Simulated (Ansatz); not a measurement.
Level of theory: DFT, RPBE, plane waves (420 eV) with PAW, scalar-relativistic in Ansatz. The PAW files were generated under PBE, with cores re-solved for the functional.

An element in the fcc structure gives this curve. The cell is scaled uniformly from the relaxed one, with fractional coordinates and shape fixed. Energies are extrapolated to zero smearing, pressures are those at the given smearing. Magnetic state: spin not included.

```tsv
V (Å³/atom)	E − E₀ (meV/atom)	P (GPa)
20.457	117.8	15.24
21.387	48.2	9.23
22.317	10.8	4.20
23.247	0.1	-0.01
24.177	11.7	-3.56
25.106	42.1	-6.56
26.036	88.4	-9.10
```

(1) Which element is it?
A. cadmium
B. germanium
C. lithium
D. hafnium

Results:

(1) D. Its fit is V₀ = 23.20 Å³/atom, B₀ = 97 GPa, B₀′ = 3.4.
